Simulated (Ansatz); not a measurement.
# CdHgS2: the cost of one run

Computed with Ansatz 0.2.0 (DFT r2SCAN, scalar-relativistic, plane waves, PAW).

1 further run of the same task is left out (set aside as unsound or not needed).

## (1) The system as given

It takes space group P-4m2 (No. 115, tetragonal). The conventional cell has a = 4.219 Å, b = 4.219 Å, c = 5.940 Å, α = 90.00°, β = 90.00°, γ = 90.00°. Cd (site symmetry -4m2) is surrounded by 4 S at 2.57 Å. Hg (site symmetry -4m2) is surrounded by 4 S at 2.59 Å. S (site symmetry 2mm) has 2 Cd at 2.57 Å and 2 Hg at 2.59 Å as nearest neighbours.

Structure file:

```xyz
4
Lattice="4.2193 0.0000 0.0000 0.0000 4.2193 0.0000 0.0000 0.0000 5.9404" Properties=species:S:1:pos:R:3 pbc="T T T"
Cd    0.0000    0.0000    0.0000
Hg    2.1096    2.1096    2.9702
S     2.1096    0.0000    1.4644
S     0.0000    2.1096    4.4760
```

The cell was relaxed beforehand at this level, from a generated guess; it is a trial structure. At a tolerance of 0.02 Å it has space group P-4m2 (No. 115); it has 26.44 Å³/atom, an uncorrected energy of -0.40 eV/atom over the elements and, on its mesh, gap 0.22 eV.

## (2) The same geometry with r2SCAN

input.yaml

```yaml
crystal:
  lattice:
    - [4.2192778294, 0.0, 0.0]
    - [0.0, 4.2192778294, 0.0]
    - [0.0, 0.0, 5.9403673178]
  atoms:
    - { symbol: Cd, position: [0.0, 0.0, 0.0] }
    - { symbol: Hg, position: [0.5, 0.5, 0.5] }
    - { symbol: S, position: [0.5, 0.0, 0.2465115816] }
    - { symbol: S, position: [0.0, 0.5, 0.7534884184] }
basis:
  ecutwfc: 500
kpoints:
  mp_grid: { grid: [8, 8, 6] }
  band_path:
    path:
      - [[0.0, 0.0, 0.0], [0.0, 0.5, 0.0], [0.5, 0.5, 0.0], [0.0, 0.0, 0.0], [0.0, 0.0, 0.5], [0.0, 0.5, 0.5], [0.5, 0.5, 0.5], [0.0, 0.0, 0.5]]
      - [[0.0, 0.5, 0.0], [0.0, 0.5, 0.5]]
      - [[0.5, 0.5, 0.0], [0.5, 0.5, 0.5]]
    npoints: 14
hamiltonian:
  xc: r2scan
scf:
  occupations: { method: gaussian, width: 0.01 }
  n_extra_bands: 10
output:
  forces: true
  stress: true
  eigenvalues: true
  populations: true
  dos: { projected: true, de: 0.02, nscf_kmesh: { grid: [10, 10, 8] } }
  bader: true
  write_density: true
  write_potential: true
  elf: true
  volumetric_format: npy
```

On the command line:

```sh
ansatz run input.yaml --threads 1 --pin off --max-ram 2560MiB --backend cpu --events-out ev --progress --plain --runs-dir out
```

**Question.** How long does this run take on 1 thread of Arm Neoverse V2, shared host, and how much memory does it need?

About 3.1 min, with a peak of 0.75 GiB.
